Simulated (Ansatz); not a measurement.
# InGa3As4: the cell at several levels of theory

Cell and atoms of InGa3As4 as one 8-atom ordering (P-4m2) on the zincblende lattice are relaxed in turn with PBE and r2SCAN. This is a trial cell built on a prototype, not taken from a measured structure, and it needn't be the compound's ground state.

Code: Ansatz 0.2.0. PAW datasets, plane waves, zero pressure. These are computed values for a spin-unpolarised cell that may be hypothetical; none is a measurement.

**1. Starting point**

This is the cell as the run starts from it, not yet at rest; its lengths are not the crystal's.

It is tetragonal, P-4m2 (No. 115); conventional cell a = 3.962 Å, c = 11.205 Å, 21.98 Å³ an atom. Around Ga lie 4 As at 2.43 Å; around As lie 4 Ga at 2.43 Å; around As lie 2 In at 2.43 Å and 2 Ga at 2.43 Å; around In lie 4 As at 2.43 Å.

Coordinates:

```cif
data_structure
_symmetry_space_group_name_H-M 'P-4m2'
_symmetry_Int_Tables_number 115
_cell_length_a 3.9617
_cell_length_b 3.9617
_cell_length_c 11.2053
_cell_angle_alpha 90.000
_cell_angle_beta 90.000
_cell_angle_gamma 90.000
_cell_volume 175.87
loop_
_atom_site_label
_atom_site_type_symbol
_atom_site_symmetry_multiplicity
_atom_site_Wyckoff_symbol
_atom_site_fract_x
_atom_site_fract_y
_atom_site_fract_z
_atom_site_occupancy
Ga1 Ga 2 e 0.00000 0.00000 0.75000 1
As1 As 2 g 0.00000 0.50000 0.87500 1
Ga2 Ga 1 b 0.50000 0.50000 0.00000 1
As2 As 2 g 0.00000 0.50000 0.37500 1
In1 In 1 c 0.50000 0.50000 0.50000 1
```

**2. Relaxation with PBE**

Contents of input.yaml:

```yaml
crystal:
  lattice:
    - [3.9616822355, 0.0, 0.0]
    - [0.0, 3.9616822355, 0.0]
    - [0.0, 0.0, 11.2053294945]
  atoms:
    - { symbol: Ga, position: [0.0, 0.0, 0.75] }
    - { symbol: As, position: [0.0, 0.5, 0.875] }
    - { symbol: Ga, position: [0.5, 0.5, 0.0] }
    - { symbol: As, position: [0.5, 0.0, 0.125] }
    - { symbol: Ga, position: [0.0, 0.0, 0.25] }
    - { symbol: As, position: [0.0, 0.5, 0.375] }
    - { symbol: In, position: [0.5, 0.5, 0.5] }
    - { symbol: As, position: [0.5, 0.0, 0.625] }
kpoints:
  mp_grid: { grid: [6, 6, 2] }
hamiltonian:
  xc: pbe
scf:
  occupations: { method: fermi_dirac, width: 0.02 }
relax:
  f_tol: 0.005
  cell: {}
```

Command:

```console
$ ansatz run input.yaml --threads 4 --pin off --max-ram 6451MiB --backend cpu --events-out ev --progress --plain --runs-dir out
```

What it wrote, cut to the lines that bear on the results:

```text
Warning: RAYON_NUM_THREADS=4 ignored (pool sized by the plan → 4); use --threads N
[...]
Pseudopotentials: kind: paw
Pseudopotential: Ga, paw, valence charge 13, recommended cutoff 420 eV (normal), Ga.paw.azcp
Pseudopotential: As, paw, valence charge 15, recommended cutoff 420 eV (normal), As.paw.azcp
Pseudopotential: In, paw, valence charge 13, recommended cutoff 420 eV (normal), In.paw.azcp
Functional definition: PBE
[...]
Crystal: 8 atoms, lattice volume = 175.867 Å³
Basis set: ecut = 420 eV, 3413 PW (Γ), exchange–correlation on 54×54×150 points (8 copies of the dense FFT grid, shifted against one another)
Bands: 68, of which v1, the nominal top of the filled ones, is band 56 counted from 1 (55 counted from 0)
Symmetry: 8 space group operations
Space group: P-4m2 (ITA 115), of the structure as read, at distance tolerance 5.6e-5 Å
k-points: 20 of 72
[...]
SCF iter   1: F=—  HF=-36372.818206 eV  |F-HF|=—  |Δ(HF+E_count)|=         —  Δρ=1.44e-3  dr2=7.11e-3  ethr=1.77e-3  ⟨swp⟩=6.0  Hψ=5371  notcnv=0
[...]
relax step   1: F+E_penalty+E_count = -36372.81554632 eV  Δ(F+E_penalty+E_count) = +0.000e0 eV  max|allowed force component| = 2.060e0 eV/Å  Δτ_max = 0.0000 Å  P = +11.318 GPa  Ω = 175.867 Å³  (7 SCF iters, dr2 threshold 1.00e-7 eV, accepted)
[...]
Fermi energy:    7.436569 eV
[...]
--- Forces (eV/Å), atoms counted from 1 ---
  atom   1  Ga    -0.00000000     0.00000000    -0.00049128
  atom   2  As     0.00000000     0.00000000     0.00057321
  atom   3  Ga    -0.00000000     0.00000000     0.00000000
  atom   4  As     0.00000000     0.00000000    -0.00057321
  atom   5  Ga    -0.00000000    -0.00000000     0.00049128
  atom   6  As     0.00000000    -0.00000000    -0.00178468
  atom   7  In    -0.00000000     0.00000000     0.00000000
  atom   8  As     0.00000000     0.00000000     0.00178468
[...]
--- Stress (GPa, compression-positive) ---
        0.017443       0.000000       0.000000
        0.000000       0.017443       0.000000
        0.000000       0.000000       0.020394
  P = ⅓ Tr σ = 0.0184 GPa (0.184 kbar)
--- Relaxed structure (5 steps of the walk, 5 accepted, 1 SCFs on fresh bases) ---
  F+E_penalty+E_count = -36373.89894187 eV   max|allowed force component| = 1.785e-3 eV/Å   (the final SCF, on the basis selected at the relaxed cell)
  cell:  # Å, volume = 201.1707 Å³
    - [4.138756429776106, 0.0, 0.0]
    - [0.0, 4.138756429776106, 0.0]
    - [0.0, 0.0, 11.744240942704133]
  atoms:
    - { symbol: Ga, position: [1.2267424682601515e-34, 0.0, 0.7590682646756073] }
    - { symbol: As, position: [-6.278034984625482e-34, 0.5, 0.8795993359027294] }
    - { symbol: Ga, position: [0.5, 0.5, -3.096247150658578e-19] }
    - { symbol: As, position: [0.5, 0.0, 0.12040066409727057] }
    - { symbol: Ga, position: [9.836727531869328e-35, 0.0, 0.24093173532439296] }
    - { symbol: As, position: [-9.22525527988826e-34, 0.5, 0.36024212893012514] }
    - { symbol: In, position: [0.5, 0.5, 0.5000000000000001] }
    - { symbol: As, position: [0.5, 0.0, 0.639757871069875] }
```

It took 15 s on 4 threads of Intel Xeon 6975P-C (Granite Rapids), shared host; peak memory 0.76 GiB.

Ionic steps:

```csv
step,energy change (meV/atom),largest force (eV/Å),pressure (GPa),volume (Å³/atom)
1,0.0,2.0605,11.32,21.983
2,-131.1,0.2421,1.37,24.554
3,-134.6,0.0334,0.13,25.091
4,-134.6,0.0079,0.02,25.137
5,-134.6,0.0014,0.00,25.146
6,-135.4,0.0018,0.02,25.146
```

Step 6 solves the same cell on a plane-wave basis chosen anew, so the energy can jump there without a move.

The table lists every geometry solved, with passes on a fresh basis, whose energies don't compare exactly with the rows above.

```
                       before   after    change
                a (Å)   3.962   4.139   +4.47 %
                c (Å)  11.205  11.744   +4.81 %
     volume (Å³/atom)  21.983  25.146  +14.39 %
shortest distance (Å)   2.426   2.499   +3.01 %
          space group   P-4m2   P-4m2      same
```

**3. Relaxation with r2SCAN**

The cell of step 2 is the starting point.

Contents of input.yaml:

```yaml
crystal:
  lattice:
    - [4.1387564298, 0.0, 0.0]
    - [0.0, 4.1387564298, 0.0]
    - [0.0, 0.0, 11.7442409427]
  atoms:
    - { symbol: Ga, position: [0.0, 0.0, 0.7590682647] }
    - { symbol: As, position: [0.0, 0.5, 0.8795993359] }
    - { symbol: Ga, position: [0.5, 0.5, 0.0] }
    - { symbol: As, position: [0.5, 0.0, 0.1204006641] }
    - { symbol: Ga, position: [0.0, 0.0, 0.2409317353] }
    - { symbol: As, position: [0.0, 0.5, 0.3602421289] }
    - { symbol: In, position: [0.5, 0.5, 0.5] }
    - { symbol: As, position: [0.5, 0.0, 0.6397578711] }
kpoints:
  mp_grid: { grid: [6, 6, 2] }
hamiltonian:
  xc: r2scan
scf:
  occupations: { method: fermi_dirac, width: 0.02 }
relax:
  f_tol: 0.005
  cell: {}
output:
  write_density: true
  write_potential: true
  elf: true
  volumetric_format: npy
```

Command:

```console
$ ansatz run input.yaml --threads 4 --pin off --max-ram 6451MiB --backend cpu --events-out ev --progress --plain --runs-dir out
```

What it wrote:

```text
Warning: RAYON_NUM_THREADS=4 ignored (pool sized by the plan → 4); use --threads N
Engine: ansatz 0.2.0, x86_64-unknown-linux-gnu
[... 1 set-up line as earlier in the session ...]
Pseudopotential: Ga, paw, valence charge 13, recommended cutoff 500 eV (meta_gga), Ga.paw.azcp
Pseudopotential: As, paw, valence charge 15, recommended cutoff 500 eV (meta_gga), As.paw.azcp
Pseudopotential: In, paw, valence charge 13, recommended cutoff 500 eV (meta_gga), In.paw.azcp
Functional definition: r2SCAN
  parameter k0 = 0.174
  parameter k1 = 0.065
  parameter a1 = 4.9479
  exchange = r2scan_x(k0 = k0, k1 = k1, a1 = a1)
  correlation = r2scan_c
Crystal: 8 atoms, lattice volume = 201.171 Å³
Basis set: ecut = 500 eV, 5107 PW (Γ), exchange–correlation on 128×128×360 points (64 copies of the dense FFT grid, shifted against one another)
Bands: 68, of which v1, the nominal top of the filled ones, is band 56 counted from 1 (55 counted from 0)
[... 1 set-up line as earlier in the session ...]
Space group: P-4m2 (ITA 115), of the structure as read, at distance tolerance 5.9e-5 Å
k-points: 20 of 72
Non-local potential: Ga, projectors of the file, l = 0: 2, l = 1: 2, l = 2: 3, l = 3: 1
Non-local potential: As, projectors of the file, l = 0: 2, l = 1: 2, l = 2: 3, l = 3: 1
Non-local potential: In, projectors of the file, l = 0: 2, l = 1: 2, l = 2: 2, l = 3: 2
PAW form: soft (Blöchl's): semilocal exchange-correlation on the pseudo side does not see the compensation charge
PAW frozen core: Ga, regenerated for the run's functional (the file was generated under x = pbe(κ = 0.804, μ = 0.2195149727645171), c = pbe(β = 0.06672455060314922))
PAW frozen core: As, regenerated for the run's functional (the file was generated under x = pbe(κ = 0.804, μ = 0.2195149727645171), c = pbe(β = 0.06672455060314922))
PAW frozen core: In, regenerated for the run's functional (the file was generated under x = pbe(κ = 0.804, μ = 0.2195149727645171), c = pbe(β = 0.06672455060314922))
PAW one-centre angular grid: Ga, 590 points (default); XC on 160 Gauss nodes
PAW one-centre angular grid: As, 590 points (default); XC on 160 Gauss nodes
PAW one-centre angular grid: In, 590 points (default); XC on 289 of its mesh's 2783 points in the sphere
Initial density: superposition of atomic densities (neutral atoms: chi_scale 0, normalization atom), corrected by the library's trained network
Initial wavefunctions: pseudopotential atomic-orbital guess
Functional: x = r2scan, c = r2scan; τ floored in thin density (d = 2e-4 eV/Å³)
SCF iter   1: F=—  HF=-36444.191453 eV  |F-HF|=—  |Δ(HF+E_count)|=         —  Δρ=7.49e-3  dr2=4.55e-2  dr2_τ=1.82e-2  ethr=1.77e-3  ⟨swp⟩=6.0  Hψ=5064  notcnv=0
preconditioner: auto → Resta (q_TF=auto, 2.475 Å⁻¹)  ε∞=3.2  [insulator: Δε(μ)=0.242 eV  Ē_g=15.047 eV  σ=0.020 eV  W_gap=0.99  n_scr=56 (ndim 8)  ℏωp=22.2 eV  f_vac=0.106  D(μ)=0.01/eV (n_scr^D=0)  ε∞_Penn≈3.2]
SCF iter   2: F=—  HF=-36444.215941 eV  |F-HF|=—  |Δ(HF+E_count)|=   2.45e-2  Δρ=2.22e-3  dr2=6.73e-3  dr2_τ=1.86e-4  ethr=4.06e-5  ⟨swp⟩=3.0  Hψ=2943  notcnv=0  defer=112
SCF iter   3: F=—  HF=-36444.215727 eV  |F-HF|=—  |Δ(HF+E_count)|=   2.14e-4  Δρ=1.65e-3  dr2=2.91e-3  dr2_τ=2.94e-5  ethr=6.01e-6  ⟨swp⟩=2.0  Hψ=2090  notcnv=0  defer=112
SCF iter   4: F=—  HF=-36444.216179 eV  |F-HF|=—  |Δ(HF+E_count)|=   4.52e-4  Δρ=6.62e-4  dr2=6.46e-4  dr2_τ=5.43e-6  ethr=2.60e-6  ⟨swp⟩=2.3  Hψ=2370  notcnv=0  defer=112
SCF iter   5: F=—  HF=-36444.216140 eV  |F-HF|=—  |Δ(HF+E_count)|=   3.94e-5  Δρ=1.62e-4  dr2=4.80e-5  dr2_τ=5.86e-7  ethr=5.76e-7  ⟨swp⟩=2.0  Hψ=2368  notcnv=0  defer=112
SCF iter   6: F=—  HF=-36444.216182 eV  |F-HF|=—  |Δ(HF+E_count)|=   4.19e-5  Δρ=4.23e-5  dr2=6.11e-6  dr2_τ=6.52e-8  ethr=4.28e-8  ⟨swp⟩=2.0  Hψ=1668  notcnv=0  defer=112
SCF iter   7: F=—  HF=-36444.216185 eV  |F-HF|=—  |Δ(HF+E_count)|=   3.35e-6  Δρ=1.06e-5  dr2=5.09e-7  dr2_τ=5.27e-9  ethr=5.46e-9  ⟨swp⟩=2.0  Hψ=2168  notcnv=0  defer=112
SCF iter   8: F=-36444.216185 eV  HF=-36444.216185 eV  |F-HF|=3.39e-8  |Δ(HF+E_count)|=   5.36e-8  Δρ=4.42e-6  dr2=6.52e-8  dr2_τ=7.29e-10  ethr=8.93e-11  ⟨swp⟩=8.1  Hψ=9305  notcnv=0
SCF 1 converged in 8 iterations: F = -36444.216185 eV  dr2 = 6.52e-8
  Residual-converged pass: ⟨swp⟩=1.0  Hψ=1440  notcnv=0  max |occ|·‖R‖ = 7.0e-9 eV (tolerance 1.0e-8 eV)  dr2=6.52e-8  dr2_τ=7.29e-10  dr2_onsite=4.04e-8  max |Δocc| = 7.5e-14
relax step   1: F+E_penalty+E_count = -36444.21618505 eV  Δ(F+E_penalty+E_count) = +0.000e0 eV  max|allowed force component| = 4.311e-3 eV/Å  Δτ_max = 0.0000 Å  P = -2.603 GPa  Ω = 201.171 Å³  (8 SCF iters, dr2 threshold 1.00e-7 eV, accepted)
[... 16 lines left out ...]
relax step   2: F+E_penalty+E_count = -36444.27832872 eV  Δ(F+E_penalty+E_count) = -6.214e-2 eV  max|allowed force component| = 2.619e-1 eV/Å  Δτ_max = 0.0232 Å  P = +0.554 GPa  Ω = 191.508 Å³  energy of the carried Pulay correction = +1.891e-3 eV  (8 SCF iters, dr2 threshold 8.00e-7 eV, accepted)
[... 10 lines left out ...]
relax step   3: F+E_penalty+E_count = -36444.28732856 eV  Δ(F+E_penalty+E_count) = -9.000e-3 eV  max|allowed force component| = 4.679e-2 eV/Å  Δτ_max = 0.0358 Å  P = +0.009 GPa  Ω = 192.830 Å³  energy of the carried Pulay correction = +1.627e-3 eV  (6 SCF iters, dr2 threshold 8.00e-7 eV, accepted)
[... 10 lines left out ...]
relax step   4: F+E_penalty+E_count = -36444.28786200 eV  Δ(F+E_penalty+E_count) = -5.334e-4 eV  max|allowed force component| = 7.067e-3 eV/Å  Δτ_max = 0.0082 Å  P = -0.022 GPa  Ω = 192.944 Å³  energy of the carried Pulay correction = +1.604e-3 eV  (6 SCF iters, dr2 threshold 1.37e-7 eV, accepted)
[... 10 lines left out ...]
relax step   5: F+E_penalty+E_count = -36444.28788578 eV  Δ(F+E_penalty+E_count) = -2.378e-5 eV  max|allowed force component| = 4.471e-4 eV/Å  Δτ_max = 0.0009 Å  P = -0.000 GPa  Ω = 192.883 Å³  energy of the carried Pulay correction = +1.617e-3 eV  (6 SCF iters, dr2 threshold 3.12e-9 eV, accepted)
[... 10 lines left out ...]
relax step   6: F+E_penalty+E_count = -36444.28646789 eV  Δ(F+E_penalty+E_count) = +1.418e-3 eV  max|allowed force component| = 4.387e-4 eV/Å  Δτ_max = 0.0000 Å  P = -0.007 GPa  Ω = 192.883 Å³  stress off target by 8.71e-3 GPa  SCF on the basis re-selected at this cell (its energy is not comparable with the rows above)  (6 SCF iters)
basis re-selected at this cell: Δ(F+E_penalty+E_count) = +1.418e-3 eV, ΔP = -0.007 GPa vs the last step (what re-selecting the basis moved, of the pressure what is left beyond the Pulay correction that the steps carried, after the strain that the cell walked since its last selection, with what the two solves' SCF thresholds leave and, on support functions, any second-order correction that the steps lacked; it is no measure of the basis error at this ecutwfc). The dense FFT grid was sized anew with the basis: this SCF ran on 30×30×90 points, the steps before it on 32×32×90, so part of this shift can come from that change (see relax.cell in the input reference). This SCF's stress stands 8.71e-3 GPa from its target on what of the cell is left free (relax.cell.stress_tol is 5.00e-2 GPa) and its largest allowed force component is 4.39e-4 eV/Å (relax.f_tol is 5.00e-3 eV/Å): within both
SCF converged after 6 iterations
Free energy (F): -36444.286468 eV
Harris-Foulkes:  -36444.286468 eV  (|F-HF|=7.28e-12)
Internal energy: -36444.286468 eV  (E = F + TS)
E sigma→0 (E₀):  -36444.286468 eV
Entropy (-TS):   -0.000000 eV (-0.000 meV/atom)
Fermi energy:    8.051590 eV
--- Per-component energies (eV) ---
  E_band       = -1338.439754
  E_kinetic    = 1001.236312
  E_local      = -15241.583975  (includes V_loc(G=0)·N_el)
  E_nonlocal   = -1030.426740
  E_hartree    = 7615.958663
  E_xc         = -684.128875
  E_vxc        = -621.617307  (∫ρ·V_xc dr)
  E_paw        = -17589.671413  (= ΣΔE_a)
  E_vpaw       = -712.237733  (= ΣTr[D̂ρ^β])
  E_aug_tail   = -0.000135  (compensation charges beyond the density's cutoff)
  E_vtau       = 34.272583  (kinetic-family band-sum trace: ∫τ·v_τ [+ j·A + Jᵃ·Aᵃ] dr)
  E_ewald      = -10508.847011
  E_core_change = -6.823295  (= ΣΔE_core)
  E_smearing   = -0.000000  (= −TS)
  E_closure    = 0.000000  (closes the sum)
  Σ components = -36444.286468   (vs F -36444.286468, Δ=0.00e0)
--- Forces (eV/Å), atoms counted from 1 ---
  atom   1  Ga     0.00000000     0.00000000    -0.00031602
  atom   2  As    -0.00000000     0.00000000    -0.00024038
  atom   3  Ga     0.00000000     0.00000000     0.00000000
  atom   4  As    -0.00000000     0.00000000     0.00024038
  atom   5  Ga     0.00000000     0.00000000     0.00031602
  atom   6  As    -0.00000000     0.00000000    -0.00043875
  atom   7  In     0.00000000     0.00000000     0.00000000
  atom   8  As    -0.00000000     0.00000000     0.00043875
  max |Σ_I F_I| component: 4.72e-16 eV/Å
--- Stress (GPa, compression-positive) ---
       -0.006212       0.000000       0.000000
        0.000000      -0.006212       0.000000
        0.000000       0.000000      -0.008708
  P = ⅓ Tr σ = -0.0070 GPa (-0.070 kbar)
--- Band table (eV; the first three rows and the last of 20) ---
  k-point 0: bands = ["-28.0751", "-28.0747", "-28.0722", "-28.0722", "-28.0712", "-28.0712", "-28.0624", "-28.0618", "-28.0614", "-28.0611", "-27.9710", "-27.9710", "-27.9650", "-27.9650", "-27.9611", "-27.9611", "-27.9518", "-27.9515", "-27.9466", "-27.9464", "-7.6186", "-7.5888", "-7.5347", "-7.5178", "-7.5178", "-7.5063", "-7.5063", "-7.4747", "-7.4747", "-7.4670", "-7.4628", "-7.4372", "-7.4362", "-7.4351", "-7.4114", "-7.2933", "-7.1241", "-7.1241", "-7.0474", "-7.0368", "-5.2058", "-4.3490", "-4.1220", "-2.7365", "1.0445", "3.6638", "3.7122", "5.0010", "5.0010", "5.8833", "5.8833", "6.2732", "6.2732", "7.6486", "7.7521", "7.7521", "8.3370", "9.4342", "9.5606", "10.0947", "10.2202", "11.1023", "11.3902", "11.8307", "11.8307", "11.8794", "14.5302", "14.5302"]
[... 3 lines left out ...]
--- Relaxed structure (5 steps of the walk, 5 accepted, 1 SCFs on fresh bases) ---
  F+E_penalty+E_count = -36444.28646789 eV   max|allowed force component| = 4.387e-4 eV/Å   (the final SCF, on the basis selected at the relaxed cell)
  cell:  # Å, volume = 192.8829 Å³
    - [4.0799044232765045, 0.0, 9.114445665615007e-33]
    - [0.0, 4.0799044232765045, 0.0]
    - [2.5863383789730044e-32, 0.0, 11.587609639301183]
  atoms:
    - { symbol: Ga, position: [9.201376314517702e-34, 0.0, 0.7593578769480824] }
    - { symbol: As, position: [-6.387522001030246e-34, 0.5, 0.8797599881569506] }
    - { symbol: Ga, position: [0.5, 0.5, -4.615888663112894e-20] }
    - { symbol: As, position: [0.5, 0.0, 0.12024001184304935] }
    - { symbol: Ga, position: [1.057921970574738e-34, 0.0, 0.24064212305191737] }
    - { symbol: As, position: [-9.499484911037019e-34, 0.5, 0.35979375636113337] }
    - { symbol: In, position: [0.5, 0.5, 0.5] }
    - { symbol: As, position: [0.5, 0.0, 0.6402062436388667] }
```

Wall time 32 s (4 threads of Intel Xeon 6975P-C (Granite Rapids), shared host); peak memory 1.2 GiB.

Step by step:

```csv
step,energy change (meV/atom),largest force (eV/Å),pressure (GPa),volume (Å³/atom)
1,0.0,0.0043,-2.60,25.146
2,-7.8,0.2619,0.55,23.938
3,-8.9,0.0468,0.01,24.104
4,-9.0,0.0071,-0.02,24.118
5,-9.0,0.0004,0.00,24.110
6,-8.8,0.0004,-0.01,24.110
```

Step 6 solves the same cell on a plane-wave basis chosen anew, so the energy can jump there without a move.

The table lists every geometry solved, with passes on a fresh basis, whose energies don't compare exactly with the rows above.

```
                       before   after   change
                a (Å)   4.139   4.080  -1.42 %
                c (Å)  11.744  11.588  -1.33 %
     volume (Å³/atom)  25.146  24.110  -4.12 %
shortest distance (Å)   2.499   2.463  -1.44 %
          space group   P-4m2   P-4m2     same
```

Density in a lattice plane of the grid's cell (edges 4.08 and 11.59 Å, at 0.500 of the third edge), which holds As and Ga and In.

Ten even steps from '0' (0.02 e/Å³) to '9' (42.53 e/Å³):
```
00000000
51000001
30000000
00000000
00000000
00000000
00000000
00000000
00000000
00012100
00000000
10000000
61000001
00000000
00000000
00000000
00000000
00000000
00000000
00009000
```
Columns run along the first of these edges and rows up along the second, over one cell in 8 and 20 even steps from the bottom left corner. Atoms in the plane (fractional): As at (1.00, 0.88), Ga at (0.50, 1.00), As at (1.00, 0.36), In at (0.50, 0.50).

ELF in the same plane.

Ten even steps from ' ' (0.00) to '@' (0.75):
```
%%@@%%--..--%%@@
::**@@**--**@@**
::**%%==..==%%**
%%%%++..  ..++%%
**==..      ..==
                
      ......    
    ::::::::::  
  ..----..----..
++==::      ::==
%%@@==::..::==@@
==%%@@==::==@@%%
::++@@++..++@@++
##%%##::  ::##%%
%%**--      --**
::..          ..
      ......    
    ..------..  
....----..----..
####==..::..==##
```
Columns run along the first of these edges and rows up along the second, over one cell in 8 and 20 even steps from the bottom left corner. Atoms in the plane (fractional): As at (1.00, 0.88), Ga at (0.50, 1.00), As at (1.00, 0.36), In at (0.50, 0.50).

Both are smooth fields of the valence electrons: close to the nuclei they are not physical.

Outside the cores ELF peaks at 0.80 on the As–Ga line, 1.1 Å from As; 0.76 on the As–In line, 1.1 Å from As.

**4. Results**

| level | a (Å) | c (Å) | volume (Å³/atom) | space group | SCF geometries |
| --- | --- | --- | --- | --- | --- |
| PBE | 4.139 | 11.744 | 25.146 | P-4m2 | 6 |
| r2SCAN | 4.080 | 11.588 | 24.110 | P-4m2 | 6 |

From the start to the first minimum the volume moved by +14.4 %. r2SCAN gives the smallest cell and PBE the largest; they differ by 4.3 % in volume, a mean of 1.4 % in length.
